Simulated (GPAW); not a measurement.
N in GPAW: convergence with bands over the usual count

Crystal: N.

```
N
1.0
     4.08406    0.00000    0.00000
     0.00000    4.08406    0.00000
     0.00000    0.00000    5.34591
N
4
Cartesian
  1.6511 2.4330 2.6730
  0.3909 0.3909 0.0000
  2.4330 1.6511 2.6730
  3.6931 3.6931 0.0000
```

```yaml
Program: GPAW 26.7.0
Task: convergence study
Functional: r2SCAN
Potentials_or_basis: GPAW PAW data sets (gpaw-data 1.2.1)
Cutoff: 800 eV
Basis: pw
k_mesh: 5 × 5 × 4
Occupations: fermi-dirac, width 0.05 eV
Spin: no spin polarisation
```

These are the settings of the first run; the series varies bands over the usual count, with any setting tied to it.

Hardware: 1 thread of Arm Neoverse V2, on a shared host.

```csv
bands over the usual count,"energy less the tightest run, at zero smearing (meV/atom)",SCF cycles,CPU time (s),peak memory (GiB)
0.72,0.00,10,67,0.23
0.8,0.00,10,76,0.24
0.9,0.00,10,85,0.24
1,0.00,10,94,0.25
1.3,0.00,10,120,0.26
1.7,0.00,10,150,0.28
2.5,0.00,14,340,0.31
```

Against the tightest run, the energy stays within 1 meV/atom from 0.72 on. The tightest run that finished is the yardstick and may itself not be fully converged.
